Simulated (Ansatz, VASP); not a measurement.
One calculation of Sb, two programs

File INCAR:

```
ALGO = Normal ; EDIFF = 1E-7
ENCUT = 520 ; GGA = PE
ISIF = 2 ; ISMEAR = -1
LASPH = T ; LCHARG = T
LELF = T ; LREAL = F
LVHAR = T ; LWAVE = F
NBANDS = 8 ; NELM = 60
PREC = Accurate ; SIGMA = 0.05
```

The input KPOINTS:

```
k-points
0
Gamma
  13 13 13
```

POSCAR

```
Sb
1.0
    3.1600000000      0.0474000000      0.0474000000
    0.0474000000      3.1600000000      0.0474000000
    0.0474000000      0.0474000000      3.1600000000
Sb
1
Direct
    0.0000000000      0.0000000000      0.0000000000
```

Input for Ansatz:

```yaml
crystal:
  lattice:
    - [3.16, 0.0474, 0.0474]
    - [0.0474, 3.16, 0.0474]
    - [0.0474, 0.0474, 3.16]
  atoms:
    - { symbol: Sb, position: [0.0, 0.0, 0.0] }
kpoints:
  mp_grid: { grid: [13, 13, 13] }
  band_path:
    path:
      - [0.0, 0.0, 0.0]
      - [0.5, 0.5, 0.5]
      - [0.5284899614, 0.4715100386, 0.5]
      - [0.5, -0.4715100386, 0.4715100386]
      - [0.5, 0.0, 0.0]
      - [0.0, 0.0, 0.0]
      - [0.4857550193, -0.4857550193, 0.0]
      - [0.5142449807, 0.0, 0.4857550193]
      - [0.5, 0.0, 0.5]
    npoints: 5
scf:
  occupations: { method: fermi_dirac, width: 0.05 }
hamiltonian:
  xc: pbe
  pseudopotentials: { kind: all_electron, lapw: { basis_error: 0.001 } }
output:
  forces: true
  stress: true
  eigenvalues: true
```

Change from the starting cell: equal xy, yz and zx shear strains of +3 %.

Alike in both runs: task single point; functional PBE; k mesh 13 × 13 × 13; occupations fermi-dirac, width 0.05 eV; no spin polarisation.

|  | VASP | Ansatz |
| --- | --- | --- |
| version | VASP 6.6.1 | Ansatz 0.2.0 |
| potentials or method | VASP PAW PBE potentials, release 64 (Sb) | all-electron LAPW, scalar-relativistic |
| plane-wave cutoff (eV) | 520 | see its input |

|  | VASP | Ansatz | Ansatz less VASP |
| --- | --- | --- | --- |
| pressure (GPa) | -2.5 | -2.5 | +0.05 |
| largest component of the traceless stress (GPa) | 0.51 | 0.51 | 0.000 |

Ansatz ran all-electron here, so the differences hold the error of VASP's frozen core and of both bases.

The runs have no spin-orbit coupling, so splittings on Sb are missing.
